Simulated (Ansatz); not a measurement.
# Σ5 (310) boundary in bcc Ta with Ag (substitutional): structure and resistance, part 2 of 2

How much does the Σ5 (310) boundary in bcc Ta with Ag (substitutional) reflect electrons?

Ansatz 0.2.0; Ansatz plane-wave DFT, PBE, PAW files; relaxation of a bicrystal slab with its lowest layers held; PAW set soft_1 (the session's first sound run).

So far. Step 2 (Relaxing the bicrystal): The largest force component on a free atom ends at 0.0099 eV/Å, under the tolerance of 0.03, after 8 steps.

### Step 3. Transmission across the boundary

Bulk layers of each grain are laid under and over the relaxed boundary, and a lead is named in the middle of each, away from the free faces. The mesh across the current, 20×20, is finer than the density's, because channels open and close sharply across the zone. Energies from -0.1 to 0.1 eV in steps of 0.05 eV are too few for the program's thermal sum, so it prints no conductance; for a metal the transmission near the Fermi level serves, at a fraction of the cost.

This step: Ansatz plane-wave DFT, PBE, PAW files; ballistic transport by layer matching (Landauer), zero bias; boundary relaxed in a short slab, bulk layers laid on; PAW set soft_1 (Ansatz 0.2.0).

System of this step: Σ5 (310) boundary in bcc Ta with Ag (substitutional). The cell holds 42 atoms: 41 Ta and 1 Ag. Cell: a = 5.477 Å, b = 3.303 Å, c = 51.220 Å, α = 90.0°, β = 90.0°, γ = 72.5°. It derives from Ta. Regions: lower grain, 17 atoms (17 Ta); boundary, 12 atoms (11 Ta and 1 Ag); upper grain, 13 atoms (13 Ta). Vacuum lies along c.

Contents of input.yaml:

```yaml
crystal:
  lattice:
    - [5.4766761838, 0.0, 0.0]
    - [0.9957593061, 3.1488674087, 0.0]
    - [0.0, 0.0, 51.2201044689]
  atoms:
    - { symbol: Ta, position: [-9.2000000003, -6.8999999999, 0.0780943351] }
    - { symbol: Ta, position: [-8.8000000003, -6.5999999999, 0.0984840079] }
    - { symbol: Ta, position: [-8.4000000002, -6.2999999999, 0.1188736807] }
    - { symbol: Ta, position: [-8.0000000002, -5.9999999999, 0.1392633535] }
    - { symbol: Ta, position: [-7.6000000002, -5.6999999999, 0.1596530263] }
    - { symbol: Ta, position: [-7.2000000002, -5.3999999999, 0.1800426991] }
    - { symbol: Ta, position: [-6.8000000002, -5.0999999999, 0.2004323719] }
    - { symbol: Ta, position: [-6.4000000002, -4.7999999999, 0.2208220447] }
    - { symbol: Ta, position: [-6.0000000002, -4.4999999999, 0.2412117175] }
    - { symbol: Ta, position: [-5.6000000002, -4.1999999999, 0.2616013903] }
    - { symbol: Ta, position: [-5.2000000002, -3.8999999999, 0.2819910631] }
    - { symbol: Ta, position: [-4.8000000002, -3.5999999999, 0.3023807359] }
    - { symbol: Ta, position: [-4.4000000001, -3.2999999999, 0.3227704087] }
    - { symbol: Ta, position: [-4.0000000001, -2.9999999999, 0.3431600815] }
    - { symbol: Ta, position: [-3.6000000001, -2.6999999999, 0.3635497543] }
    - { symbol: Ta, position: [-3.2000000001, -2.3999999999, 0.3839394271] }
    - { symbol: Ta, position: [-2.8000000001, -2.0999999999, 0.4043290999] }
    - { symbol: Ta, position: [0.5999999999, 0.2, 0.4247187727] }
    - { symbol: Ta, position: [1.0034279607, 0.4982860196, 0.4444457887] }
    - { symbol: Ta, position: [0.4023139634, 0.7988430183, 0.4664589831] }
    - { symbol: Ta, position: [0.8101790295, 0.0949104853, 0.4858871748] }
    - { symbol: Ta, position: [0.2077902613, 0.3961048694, 0.5072050808] }
    - { symbol: Ta, position: [0.60726783, 0.696366085, 0.5237636745] }
    - { symbol: Ag, position: [0.0243318886, -0.0121659443, 0.5510402249] }
    - { symbol: Ta, position: [0.6029381077, 0.6985309462, 0.5782111074] }
    - { symbol: Ta, position: [0.2014663881, 0.3992668059, 0.5951459165] }
    - { symbol: Ta, position: [0.803792961, 0.0981035195, 0.6162618959] }
    - { symbol: Ta, position: [0.4005957557, 0.7997021222, 0.6359070785] }
    - { symbol: Ta, position: [0.9999268517, 0.5000365742, 0.6568399185] }
    - { symbol: Ta, position: [-2.4000731483, -1.7999634258, 0.6772295913] }
    - { symbol: Ta, position: [-2.8000731483, -2.0999634258, 0.6976192641] }
    - { symbol: Ta, position: [-3.2000731483, -2.3999634258, 0.7180089369] }
    - { symbol: Ta, position: [-3.6000731483, -2.6999634258, 0.7383986097] }
    - { symbol: Ta, position: [-4.0000731484, -2.9999634258, 0.7587882825] }
    - { symbol: Ta, position: [-4.4000731484, -3.2999634258, 0.7791779553] }
    - { symbol: Ta, position: [-4.8000731484, -3.5999634258, 0.7995676281] }
    - { symbol: Ta, position: [-5.2000731484, -3.8999634258, 0.8199573009] }
    - { symbol: Ta, position: [-5.6000731484, -4.1999634258, 0.8403469737] }
    - { symbol: Ta, position: [-6.0000731484, -4.4999634258, 0.8607366465] }
    - { symbol: Ta, position: [-6.4000731484, -4.7999634258, 0.8811263193] }
    - { symbol: Ta, position: [-6.8000731484, -5.0999634258, 0.9015159921] }
    - { symbol: Ta, position: [-7.2000731484, -5.3999634258, 0.9219056649] }
kpoints:
  mp_grid: { grid: [8, 8, 1] }
hamiltonian:
  xc: pbe
  pseudopotentials: { kind: paw, azcp: { folder: soft_1 } }
scf:
  occupations: { method: fermi_dirac, width: 0.1 }
output:
  transmission:
    leads: [[9, 10], [34, 35]]
    kmesh: [20, 20]
    e_range: [-0.1, 0.1]
    de: 0.05
  write_potential: true
  write_density: true
  volumetric_format: npy
  elf: true
```

On the command line:

```sh
$ ansatz run input.yaml --threads 4 --pin off --max-ram 15360MiB --backend cpu --events-out ev --progress --plain --runs-dir out
```

Numbers of over 12 decimals in the logs are rounded to 6 here.

The log of the run:

```text
[...]
Crystal: 42 atoms, lattice volume = 883.307 Å³
Basis set: ecut = 420 eV, 17319 PW (Γ)
Bands: 332, of which v1, the nominal top of the filled ones, is band 276 counted from 1 (275 counted from 0)
Symmetry: 2 space group operations
[...]
k-points: 21 of 64 (time reversal used)
[...]
SCF iter   1: F=—  HF=-414866.858650 eV  |F-HF|=—  |Δ(HF+E_count)|=         —  Δρ=7.21e-2  dr2=1.03e3  ethr=3.10e-3  ⟨swp⟩=8.4  Hψ=27722  notcnv=0  defer=99
[...]
SCF iter  13: F=-414845.831303 eV  HF=-414845.831303 eV  |F-HF|=6.40e-9  |Δ(HF+E_count)|=   1.32e-8  Δρ=4.92e-7  dr2=1.03e-8  ethr=1.81e-11  ⟨swp⟩=19.3  Hψ=26320  notcnv=0
SCF 1 converged in 13 iterations: F = -414845.831303 eV  dr2 = 1.03e-8
[...]
transmission: 681 of 6771 steps passed
transmission: 1356 of 6771 steps passed
[...]
transmission: 6771 of 6771 steps passed
WARN: The output density's exchange-correlation potential varies sharply where the density is thin. Do not read a vacuum level from v_tot or v_xc, or from such a field of the output density. On a cell that repeats whose density bears no net charge and no dipole along the vacuum's axis use v_es (v_loc + v_h of the components); under efield.dipole_correction with no amplitude use v_es + v_field, which holds any externa [...]
SCF converged after 13 iterations
Free energy (F): -414845.831303 eV
[...]
Internal energy: -414844.117698 eV  (E = F + TS)
E sigma→0 (E₀):  -414844.974501 eV
Entropy (-TS):   -1.713605 eV (-40.800 meV/atom)
Fermi energy:    15.405432 eV
[...]
--- Band table (eV; the first three rows and the last of 21) ---
  k-point 0: bands = [... 272 lower, 15.9120, 15.9262, 15.9672, 15.9780, 16.0010, 16.0456, 16.0568, 16.0803, ... 52 higher]
  k-point 1: bands = [... 272 lower, 15.5646, 15.5962, 15.6118, 15.6690, 15.6935, 15.7297, 15.7548, 15.7760, ... 52 higher]
  k-point 2: bands = [... 272 lower, 15.0554, 15.0852, 15.0954, 15.1079, 15.1368, 15.1497, 15.1906, 15.2121, ... 52 higher]
  k-point 20: bands = [... 272 lower, 15.7061, 15.7081, 15.7768, 15.8288, 15.8352, 15.9076, 15.9278, 15.9447, ... 52 higher]
--- Transmission ---
  basis      : 157 plane waves across, 61 finite elements along
  points     : 111, standing for a mesh of 20 x 20
  energies   : 5 from -0.100000 to 0.100000 eV about the Fermi level, 0.050000 eV apart; the leads are filled to 0.000000 eV, and channels, transmission and decay are at 0.000000 eV
  crystal 0  : Ta2, at the sites [9, 10], period 2.0887 Å, over 18.80 Å; its Hamiltonian steps by up to 10.6 meV
    offset         : up to 0.0000 Å between an atom of the period and one for which it stands
    channels       : 3.872500e0 a spin
    conductance    : none, the energies end too early or step too widely for 300 K: set another output.transmission.e_range or a lower de, or, where they end at an eighth of basis.ecutwfc, a higher one
[...]
channels       : 3.872500e0 a spin
[...]
junction   : crystal 0 to crystal 1, 12.88 to 38.34 Å
    transmission   : 1.275646e0 a spin
[...]
```

Run time: 16 min. Hardware: 4 threads of Arm Neoverse V2, shared host; peak memory 9.1 GiB; 58 min of CPU time.

The column dr2 measures how far the density is from self-consistency, as an energy; F and HF (Harris–Foulkes) agree once it is small.

This step gave:

- free energy: -414845.8313 eV
- energy at zero smearing: -414844.9745 eV
- Fermi energy: 15.41 eV
- cell area: 17.25 Å²
- transmission per spin nearest the Fermi level: 1.276
- open channels per spin nearest the Fermi level: 3.873
- open channels per spin, upper lead: 3.873
- step of the lead's potential: 10.6 meV
- step of the upper lead's potential: 12.4 meV

Per spin. Table of transmission, zone mean by energy, zero at the Fermi level:

| energy (eV) | transmission, zone mean |
| --- | --- |
| -0.1000 | 1.38 |
| -0.0500 | 1.34 |
| 0.0000 | 1.28 |
| 0.0500 | 1.24 |
| 0.1000 | 1.22 |

Per spin. The open channels, zone mean by energy, zero at the Fermi level:

| energy (eV) | lead | upper lead |
| --- | --- | --- |
| -0.1000 | 4.3 | 4.29 |
| -0.0500 | 4.14 | 4.12 |
| 0.0000 | 3.87 | 3.87 |
| 0.0500 | 3.72 | 3.72 |
| 0.1000 | 3.63 | 3.63 |

Transmission over k1 and k2. At 0.0000 eV from the Fermi level.

Ten even steps from '_' (0.00) to '@' (2.44):
```
++##%%##%%%%##%%##++####****@@@@****####
%%##%%%%##%%%%##%%**@@%%++++**++++%%@@**
******####********++**++--....--++**++**
..::------::..--______________________--
::++====++::__..____..--====--..____..__
----==----====----++++******++++----====
========++++++++++++##++++##++++++++++++
##%%####******++--::::**::::--++******##
%%%%##**++****++--::----::--++****++**##
%%####******++==----..----==++******####
%%##**++****++--::----::--++****++**##%%
####******++--::::**::::--++******####%%
==++++++++++++##++++##++++++++++++======
--====----++++******++++----====----==--
::__..____..--====--..____..__::++====++
..--______________________--..::------::
****++**++--....--++**++********####****
%%**@@%%++++**++++%%@@**%%##%%%%##%%%%##
++####****@@@@****####++##%%##%%%%##%%##
****####%%%%%%####******####%%%%%%####**
```
Columns: k1 (b1) from -0.5 to 0.45; rows upwards: k2 (b2) from -0.5 to 0.45.

Open channels over k1 and k2. At 0.0000 eV from the Fermi level.

Values, 12 rows by 16 columns, each cell a mean:
```
3.12 3.76 4.24 4.88 4.80 3.84 3.60 3.12 4.00 4.00 4.24 5.20 4.80 4.00 4.00 3.68
2.76 2.68 3.28 3.60 3.00 2.92 2.80 2.96 3.92 4.16 3.44 3.52 4.08 4.16 3.32 2.84
1.92 1.60 1.60 1.60 1.56 1.64 2.00 2.80 3.72 4.20 3.96 4.12 3.48 2.76 2.16 1.52
2.32 2.00 2.24 2.40 3.48 3.56 4.28 5.48 5.32 5.00 5.24 5.08 5.48 4.28 3.32 3.08
5.36 5.20 4.84 4.60 4.84 4.68 4.20 4.20 4.72 5.28 4.32 4.24 4.52 5.00 4.88 4.80
6.00 6.00 5.40 5.00 4.88 4.24 4.00 4.00 3.52 4.00 4.00 4.00 5.00 5.00 5.36 5.92
5.92 5.36 5.00 5.00 4.48 4.00 4.00 4.96 4.00 4.00 4.00 4.80 5.00 5.00 5.60 6.00
3.40 3.64 4.24 4.88 4.96 5.04 5.04 5.28 5.32 4.92 4.44 4.52 3.84 3.20 2.96 2.80
1.96 2.04 2.16 3.44 4.84 5.00 5.00 5.00 4.36 3.80 2.48 1.84 2.32 2.00 2.00 2.00
2.40 2.40 3.00 3.72 3.32 2.76 3.00 3.72 3.32 2.76 2.40 2.40 1.88 2.20 1.96 1.80
3.04 3.44 3.92 4.16 4.88 4.88 4.16 4.16 3.80 3.08 3.20 3.68 4.64 4.72 4.12 3.32
3.68 4.00 4.00 4.48 5.00 4.60 4.00 4.00 3.92 3.76 4.00 4.48 5.00 4.60 4.00 4.00
```
Columns: k1 (b1) from -0.5 to 0.45; rows upwards: k2 (b2) from -0.5 to 0.45.

Electrostatic potential energy in the cb plane at fractional x = 0.003, with atoms of Ta and Ag within 0.2 Å of it. With pseudopotentials it is smooth inside the atoms' cores, unlike the true potential.

Values in eV, 5 rows by 16 columns, each cell a mean:
```
 14   9  14  10  14   8  13  15  -7  -4  16  12  10  14  11  13
 11  14   5 -24   5  15  11  14  11  12  13  11  15  -3 -22  11
  8  15  -2 -37  -2  16   8  13  17  17  11   8  16 -13 -35   8
 12  13   9 -14   9  13  12  15   5   7  14  12  14   3 -12  12
 14   7  14  14  15   6  13  15  -6  -5  16  12   8  15  14  13
```
Columns run along c (16.0 Å, from fractional 0.38 to 0.69 of the cell; values clipped at the 3rd and 97th percentile), rows up along b (3.3 Å). Atoms in or near the plane, at fractional coordinates: Ta at (0.44, 0.50), Ag at (0.55, 0.99), Ta at (0.66, 0.50).

Valence density in the cb plane at fractional x = 0.003, with atoms of Ta and Ag within 0.2 Å of it. It is the smooth field of the valence electrons, not physical close to the nuclei.

Values in units of 1e0 e/Å³, 5 rows by 16 columns, each cell a mean:
```
0.3 0.4 0.3 0.4 0.3 0.4 0.3 0.3 5.8 4.0 0.2 0.3 0.3 0.3 0.3 0.3
0.3 0.3 0.6 2.9 0.6 0.3 0.3 0.2 0.5 0.4 0.2 0.3 0.3 1.1 2.7 0.4
0.4 0.3 1.1 4.3 1.1 0.2 0.4 0.2 0.2 0.2 0.3 0.4 0.2 2.0 4.0 0.5
0.3 0.3 0.5 1.8 0.5 0.3 0.3 0.2 1.1 0.8 0.2 0.3 0.3 0.7 1.7 0.3
0.3 0.4 0.3 0.3 0.3 0.4 0.3 0.3 8.3 5.7 0.2 0.3 0.4 0.3 0.3 0.3
```
Columns run along c (16.0 Å, from fractional 0.38 to 0.69 of the cell), rows up along b (3.3 Å). Atoms in or near the plane, at fractional coordinates: Ta at (0.44, 0.50), Ag at (0.55, 0.99), Ta at (0.66, 0.50).

ELF in the cb plane at fractional x = 0.003, with atoms of Ta and Ag within 0.2 Å of it. It is the smooth field of the valence electrons, not physical close to the nuclei.

Ten even steps from '0' (0.14) to '9' (0.78), each cell a mean:
```
53110034312431001123213686312322100134213420
43211232111132112222211343112222211231111232
11223422787313332211111111111012234314786224
00135415847713432100011000110001135217648514
00125406705812531100011101110001135218417514
01134414878613432110111000111011234316878314
22222331354223222221211232112122222322453133
43110133100231001223212565212222100232001331
53110025434530011123213797312321100035334520
```
Columns run along c (16.0 Å, from fractional 0.38 to 0.69 of the cell), rows up along b (3.3 Å). Atoms in or near the plane, at fractional coordinates: Ta at (0.44, 0.50), Ag at (0.55, 0.99), Ta at (0.66, 0.50).

Over the solved energies the transmission per spin lies between 1.22 and 1.38, out of 3.93 channels of the lead on average (up to 4.3).

### Step 4. Specific resistance

This step: Ansatz plane-wave DFT, PBE, PAW files; ballistic transport by layer matching (Landauer), zero bias; specific resistance of the boundary; PAW set soft_1 (Ansatz 0.2.0).

This step gave:

* area resistance: 1.157 fΩ m²
* T over the leads' mean channel count: 0.3287

Averaged over the energies near the Fermi level, 32.9 % of the channels pass, which makes 1.16 fΩ m².

By hand, with T and the leads' channels N averaged over the energies near the Fermi level: RA = A (h/2e²)(1/T − ½[1/N₁ + 1/N₂]) = 17.25×10⁻²⁰ m² × 12 906 Ω × (1/1.292 − ½[1/3.933 + 1/3.927]) = 1.16 fΩ m².

### Step 5. Summary of results

```yaml
specific_resistance_of_the_boundary: 1.16 fΩ m²
share_of_channels_that_pass: 0.329
```

**Reading.** The boundary has a specific resistance of 1.2 fΩ m². The boundary reflects 67 % of the channels; 1.2 fΩ m² is 12×10⁻¹² Ω·cm². That equals the resistance of 8.6 nm of bulk Ta at 300 K (measured 13.5 µΩ cm, CRC Handbook of Chemistry and Physics, 84th ed., 2003, Electrical Resistivity of Pure Metals). One Ag in 17.2 Å² of boundary is a high coverage. Each plane of this narrow cell holds one atom, so the solute fills a whole plane. One starting structure was relaxed; another shift or atom count at the boundary may lie lower. Spin-orbit coupling is left out, which matters for Ta.

[Logs are printed without paths, hosts, clocks, repeated set-up lines and the standing remarks that a program may print on its own settings, such as how far it seeks lower states.]

[Hosts, paths, dates, database ids (printed as entryN), source tags and the programs' standing remarks are cut or masked in the printed files.]
